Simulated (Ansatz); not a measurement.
# PbSe: how the settings move a single-point run

Aim: see which settings change the result for PbSe, by how much, and at what cost. The cell is built on a prototype (zincblende) and needn't be the phase found in nature.

Method: reference: DFT, PBEsol, plane waves, PAW, in Ansatz 0.2.0.

5 further runs of the same task are left out: 5 that didn't finish.

### Step 1. The structure to begin with

The structure is cubic, space group F-43m (No. 216). Conventional cell: a = 6.846 Å, b = 6.846 Å, c = 6.846 Å, α = 90.00°, β = 90.00°, γ = 90.00°. Pb (site symmetry -43m) has 4 Se at 2.96 Å as nearest neighbours. Around Se (site symmetry -43m) lie 4 Pb at 2.96 Å.

Structure file:

```xyz
2
Lattice="0.0000 3.4232 3.4232 3.4232 0.0000 3.4232 3.4232 3.4232 0.0000" Properties=species:S:1:pos:R:3 pbc="T T T"
Pb    0.0000    0.0000    0.0000
Se    1.7116    1.7116    1.7116
```

### Step 2. Reference

File input.yaml:

```yaml
crystal:
  lattice:
    - [0.0, 3.42320414, 3.42320414]
    - [3.42320414, 0.0, 3.42320414]
    - [3.42320414, 3.42320414, 0.0]
  atoms:
    - { symbol: Pb, position: [0.0, 0.0, 0.0] }
    - { symbol: Se, position: [0.25, 0.25, 0.25] }
kpoints:
  mp_grid: { grid: [4, 4, 4] }
hamiltonian:
  xc: pbesol
scf:
  occupations: { method: fixed }
  n_extra_bands: 4
output:
  forces: true
  stress: true
  eigenvalues: true
```

On the command line:

```bash
> ansatz run input.yaml --threads 4 --pin off --max-ram 3686MiB --backend cpu --events-out ev --progress --plain --runs-dir out
```

### Step 3. Changed: xc r2scan

Edit input.yaml of step 2 so:

```diff
@@ -11,3 +11,3 @@
 hamiltonian:
-  xc: pbesol
+  xc: r2scan
 scf:
```

### Step 4. Changed: exchange pbe, correlation pbe, coeff 0.1, omega 0.5

Edit input.yaml of step 2 so:

```diff
@@ -11,3 +11,3 @@
 hamiltonian:
-  xc: pbesol
+  xc: { exchange: pbe, correlation: pbe, exx: { coeff: 0.1, omega: 0.5 } }
 scf:
```

### Step 5. Variant: exchange pbe, correlation pbe, coeff 0.3, omega 0.1

Edit input.yaml of step 2 so:

```diff
@@ -11,3 +11,3 @@
 hamiltonian:
-  xc: pbesol
+  xc: { exchange: pbe, correlation: pbe, exx: { coeff: 0.3, omega: 0.1 } }
 scf:
```

### Step 6. Changed: exchange pbe, correlation pbe, coeff 0.75, omega 0.1

Edit input.yaml of step 2 so:

```diff
@@ -11,3 +11,3 @@
 hamiltonian:
-  xc: pbesol
+  xc: { exchange: pbe, correlation: pbe, exx: { coeff: 0.75, omega: 0.1 } }
 scf:
```

### Step 7. Changed: exchange pbe, correlation pbe, coeff 1.0, omega 0.1

Edit input.yaml of step 2 so:

```diff
@@ -11,3 +11,3 @@
 hamiltonian:
-  xc: pbesol
+  xc: { exchange: pbe, correlation: pbe, exx: { coeff: 1.0, omega: 0.1 } }
 scf:
```

Before running it: what results should come out? Wanted: for each run, ending; energy change; pressure; gap; force.

The runs gave:

| run | ending | energy change | pressure (GPa) | gap (eV) | force (eV/Å) | cycles | time |
| --- | --- | --- | --- | --- | --- | --- | --- |
| reference | converged | - | -0.9 | 0.54 | 0.00 | 6 | 0.7 s |
| 1: xc r2scan | converged | not comparable | -0.1 | 0.80 | 0.00 | 6 | 1.5 s |
| 2: exchange pbe, correlation pbe, coeff 0.1, omega 0.5 | converged | not comparable | 0.5 | 0.68 | 0.00 | 12 | 12 s |
| 3: exchange pbe, correlation pbe, coeff 0.3, omega 0.1 | converged | not comparable | 0.0 | 1.48 | 0.00 | 16 | 14 s |
| 4: exchange pbe, correlation pbe, coeff 0.75, omega 0.1 | converged | not comparable | -0.8 | 3.02 | 0.00 | 20 | 15 s |
| 5: exchange pbe, correlation pbe, coeff 1.0, omega 0.1 | converged | not comparable | -1.1 | 3.96 | 0.00 | 20 | 17 s |

Residual by cycle in the longest SCF loop of each run; runs are numbered as in the table. The quantity is the density residual dr2, in eV.

| cycle | reference | run 1 | run 2 | run 3 | run 4 | run 5 |
| --- | --- | --- | --- | --- | --- | --- |
| 1 | 0.00226 | 0.0514 | 0.0024 | 0.0346 | 6.7e-5 | 0.166 |
| 2 | 2.9e-4 | 0.00462 | 1.7e-4 | 0.00602 | 1.9e-5 | 0.106 |
| 3 | 7.4e-5 | 6.5e-4 | 3.0e-5 | 0.00227 | 1.6e-6 | 0.0491 |
| 4 | 5.0e-6 | 5.8e-5 | 3.5e-6 | 3.3e-4 | 4.2e-7 | 0.0139 |
| 5 | 3.4e-7 | 1.3e-6 | 8.6e-8 | 1.6e-4 | 3.2e-8 | 0.00127 |
| 6 | 1.8e-8 | 6.8e-8 | - | 5.8e-6 | 8.5e-9 | 4.8e-4 |
| 7 | - | - | - | - | 9.9e-10 | - |

**Reading.** Of the variants the dearest is «exchange pbe, correlation pbe, coeff 1.0, omega 0.1» (17 s), the cheapest «xc r2scan» (1.5 s), on a shared host. The gap of the reference lacks spin-orbit coupling, though the cell holds Pb.
